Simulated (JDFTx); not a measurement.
The system is C.

```xyz
2
Lattice="0.0000 1.7834 1.7834 1.7834 0.0000 1.7834 1.7834 1.7834 0.0000" Properties=species:S:1:pos:R:3 pbc="T T T"
C     2.6751    2.6751    2.6751
C     1.7834    1.7834    1.7834
```

This isn't the form of C at room conditions, which is graphite.

- Program: JDFTx 1.7.0 (patched build)
- Task: single point
- Functional: PBE
- Potentials or basis: PseudoDojo-SR-PBE-0.5-standard
- Cutoff: 1116 eV
- Density cutoff: 4463 eV
- k mesh: 13 × 13 × 13
- Occupations: fermi-dirac, width 0.05 eV
- Spin: no spin polarisation

On this cell: pressure 1.8 GPa; largest force zero by symmetry; band gap on the k mesh 4.20 eV, indirect (least direct gap 5.62 eV).

The same run follows on a disturbed copy (atoms moved at random, drawn with an rms of 0.05 Å):

```
C
1.0
     0.00000    1.78337    1.78337
     1.78337    0.00000    1.78337
     1.78337    1.78337    0.00000
C
2
Direct
  0.74778 0.75306 0.75416
  0.48928 0.49860 0.49360
```

**Question.** What does the disturbed cell give?

**Answer.** The energy moves by +21.1 meV/atom; pressure 2.6 GPa; largest force 1.665 eV/Å; band gap on the k mesh 3.29 eV, indirect (least direct gap 4.01 eV).

Forces in eV/Å, atoms in the order of the input:
```
C   -0.900 -1.185 -0.748
C    0.900  1.185  0.748
```

Stress tensor (GPa, compression positive):
```
 2.64 -0.36 -1.02
-0.36  2.53 -0.61
-1.02 -0.61  2.69
```

Caveats: an odd mesh through Γ misses points on the zone boundary, where band edges often lie; forces may be off by hundredths of an eV/Å (some runs).
